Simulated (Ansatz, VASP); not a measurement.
## Ge: VASP beside Ansatz

File INCAR:

```
  PREC = Accurate
  ENCUT = 600
  EDIFF = 1E-6
  ISMEAR = 0
  SIGMA = 0.1
  LREAL = False
  LASPH = True
  NELM = 100
  ALGO = Fast
  ISIF = 3
  LWAVE = False
  LCHARG = False
  GGA = PE
  IBRION = 2
  NSW = 90
  EDIFFG = -0.04
```

Contents of KPOINTS:

```
Automatic mesh
0
Gamma
  3 3 3
```

File POSCAR:

```
Ge
1.0
    3.6689249105      2.1182547847      6.2569924743
   -3.6689249105      2.1182547847      6.2569924743
    0.0000000000     -4.2365095693      6.2569924743
Ge
12
Direct
    0.0101900000      0.6536100000      0.0101900000
    0.0101900000      0.0101900000      0.6536100000
    0.6536100000      0.0101900000      0.0101900000
    0.9898100000      0.3463900000      0.9898100000
    0.3463900000      0.9898100000      0.9898100000
    0.9898100000      0.9898100000      0.3463900000
    0.2211800000      0.6306000000      0.2211800000
    0.2211800000      0.2211800000      0.6306000000
    0.6306000000      0.2211800000      0.2211800000
    0.7788200000      0.3694000000      0.7788200000
    0.3694000000      0.7788200000      0.7788200000
    0.7788200000      0.7788200000      0.3694000000
```

Input for Ansatz:

```yaml
crystal:
  lattice:
    - [3.6689249105, 2.1182547847, 6.2569924743]
    - [-3.6689249105, 2.1182547847, 6.2569924743]
    - [0.0, -4.2365095693, 6.2569924743]
  atoms:
    - { symbol: Ge, position: [0.01019, 0.65361, 0.01019] }
    - { symbol: Ge, position: [0.01019, 0.01019, 0.65361] }
    - { symbol: Ge, position: [0.65361, 0.01019, 0.01019] }
    - { symbol: Ge, position: [0.98981, 0.34639, 0.98981] }
    - { symbol: Ge, position: [0.34639, 0.98981, 0.98981] }
    - { symbol: Ge, position: [0.98981, 0.98981, 0.34639] }
    - { symbol: Ge, position: [0.22118, 0.6306, 0.22118] }
    - { symbol: Ge, position: [0.22118, 0.22118, 0.6306] }
    - { symbol: Ge, position: [0.6306, 0.22118, 0.22118] }
    - { symbol: Ge, position: [0.77882, 0.3694, 0.77882] }
    - { symbol: Ge, position: [0.3694, 0.77882, 0.77882] }
    - { symbol: Ge, position: [0.77882, 0.77882, 0.3694] }
basis:
  ecutwfc: 420
kpoints:
  mp_grid: { grid: [3, 3, 3] }
hamiltonian:
  xc: pbe
scf:
  occupations: { method: gaussian, width: 0.1 }
  lower_state_search: "off"
output:
  forces: true
  stress: true
  eigenvalues: true
relax:
  adjacent_minimum: "off"
  f_tol: 0.04
  max_steps: 70
  cell: { stress_tol: 0.4 }
```

Alike in both runs: task relaxation of cell and atoms; functional PBE; k mesh 3 × 3 × 3; occupations gaussian, width 0.1 eV; no spin polarisation.

|  | VASP | Ansatz |
| --- | --- | --- |
| version | VASP 6.6.1 | Ansatz 0.2.0 |
| potentials or method | VASP PAW PBE potentials, release 64 (Ge_d) | scalar-relativistic, plane waves, PAW |
| plane-wave cutoff (eV) | 600 | 420 |
| valence electrons in the cell | 168 | 168 |

Ansatz gave:

```
gap on the k mesh at the Fermi level, each at its own relaxed structure (eV) : none
relaxed volume (Å³/atom)                                                     : 26.08
relaxed cell length with the largest relative difference (Å)                 : 7.941
energy change over the relaxation (meV/atom)                                 : -95
```

Task: What did VASP give for the same quantities?

Result: gap on the k mesh at the Fermi level, each at its own relaxed structure (eV): none; relaxed volume (Å³/atom): 25.92; relaxed cell length with the largest relative difference (Å): 7.972; energy change over the relaxation (meV/atom): -96.

A gap of «none» marks a metal or a gap that the smearing closes.
